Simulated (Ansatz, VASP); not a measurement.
# One calculation of TePb, two programs

The input INCAR:

```
SYSTEM = TePb
PREC     = Accurate       ! precision mode
ENCUT    = 600            ! plane-wave cutoff, eV
EDIFF    = 1E-6           ! SCF threshold, eV
ISMEAR   = 0              ! smearing method
SIGMA    = 0.02           ! smearing width, eV
LREAL    = .FALSE.        ! projectors in reciprocal space
LASPH    = .TRUE.         ! aspherical terms in the spheres
NELM     = 60             ! most SCF steps
ALGO     = Normal         ! electronic algorithm
ISIF     = 3              ! what is computed and relaxed
LWAVE    = .FALSE.        ! write WAVECAR
LCHARG   = .FALSE.        ! write CHGCAR
IBRION   = 2              ! ionic algorithm
NSW      = 100            ! ionic steps
EDIFFG   = -0.005         ! ionic threshold
```

Contents of KPOINTS:

```
Automatic mesh
0
G
  10 10 10
  0 0 0
```

POSCAR

```
TePb
1.0
    0.0000000000      3.1912201679      3.1912201679
    3.1912201679      0.0000000000      3.1912201679
    3.1912201679      3.1912201679      0.0000000000
Te Pb
1 1
Direct
    0.5000000000      0.5000000000      0.5000000000
    0.0000000000      0.0000000000      0.0000000000
```

Input for Ansatz:

```yaml
crystal:
  lattice:
    - [0.0, 3.1912201679, 3.1912201679]
    - [3.1912201679, 0.0, 3.1912201679]
    - [3.1912201679, 3.1912201679, 0.0]
  atoms:
    - { symbol: Te, position: [0.5, 0.5, 0.5] }
    - { symbol: Pb, position: [0.0, 0.0, 0.0] }
basis:
  ecutwfc: 420
kpoints:
  mp_grid: { grid: [10, 10, 10] }
hamiltonian:
  xc: lda
scf:
  occupations: { method: gaussian, width: 0.02 }
output:
  forces: true
  stress: true
  eigenvalues: true
relax:
  adjacent_minimum: "off"
  f_tol: 0.005
  max_steps: 80
  cell: { stress_tol: 0.05 }
```

Alike in both runs: task relaxation of cell and atoms; functional LDA; k mesh 10 × 10 × 10; occupations gaussian, width 0.02 eV; no spin polarisation.

|  | VASP | Ansatz |
| --- | --- | --- |
| version | VASP 6.6.1 | Ansatz 0.2.0 |
| potentials or method | VASP PAW LDA potentials, release 64 (Te, Pb_d) | scalar-relativistic, plane waves, PAW |
| plane-wave cutoff (eV) | 600 | 420 |
| valence electrons in the cell | 20 | 30 |

VASP gave:

| Item | Value |
| --- | --- |
| gap on the k mesh at the Fermi level, each at its own relaxed structure (eV) | 0.56 |
| relaxed volume (Å³/atom) | 32.54 |
| relaxed cell length with the largest relative difference (Å) | 4.515 |

Task: Which values does Ansatz return?

Result: gap on the k mesh at the Fermi level, each at its own relaxed structure (eV): 0.57; relaxed volume (Å³/atom): 32.44; relaxed cell length with the largest relative difference (Å): 4.510.

The two sets of potentials don't hold the same shells in valence.

Caveats: spin-orbit coupling is left out, which as a rule narrows the gap of such compounds by several tenths of an eV. A k mesh can miss the band edges.
